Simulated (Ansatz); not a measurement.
Runs of Ansatz 0.2.0 on P. The structure is trigonal, space group R-3m (No. 166). Conventional cell: a = 3.451 Å, b = 3.451 Å, c = 9.389 Å, α = 90.00°, β = 90.00°, γ = 120.00°. Around P (site symmetry 3m) lie 3 P at 2.29 Å. This isn't the form of P at room conditions, which is orthorhombic.

```csv
task,level,potentials or basis,spin,cell,k mesh,cutoff (eV),smearing,points for each segment of the path,other keys,gap on the mesh (eV),pressure (GPa),largest force (eV/Å)
electron localisation function,revPBE,Ansatz PAW,"collinear, antiferromagnetic start","atoms moved at random, drawn with an rms of 0.15 Å",7 × 7 × 7,420,gaussian 0.02 eV,-,-,none,-0.7,0.68
band structure,RPBE+D3(BJ),SPMS NC,off,cell strained at random at fixed volume,7 × 7 × 7,463,methfessel-paxton 0.1 eV,14,basis.xc_grid = 1,none,-17.1,0.45
density of states,RPBE,Ansatz PAW,"SOC, no magnetisation",volume scaled by 1.04,9 × 9 × 9,420,methfessel-paxton 0.1 eV,-,scf.mixing.preconditioner = resta; hamiltonian.xc = rpbe; …,none,0.1,0.04
electron localisation function,r2SCAN,Ansatz PAW,off,as given,9 × 9 × 9,500,tetrahedron uncorrected,-,scf.occupations.width = left out; …,none,(a),0.02
```

Q: Estimate the missing entries.

A: (a) 1.0.

Caveats: the PAW data sets come from PBE, with cores solved anew for the run's functional, which leaves a small shift of forces and pressure (some runs); the starting moments weren't kept (some runs); the potentials were made for another functional, which shifts forces and pressure (some runs); pairwise dispersion overbinds metals, which lowers pressure and volume (some runs).

A gap of «none» marks a metal or a gap under the smearing width.

Runs at the PBE level aren't shown here.
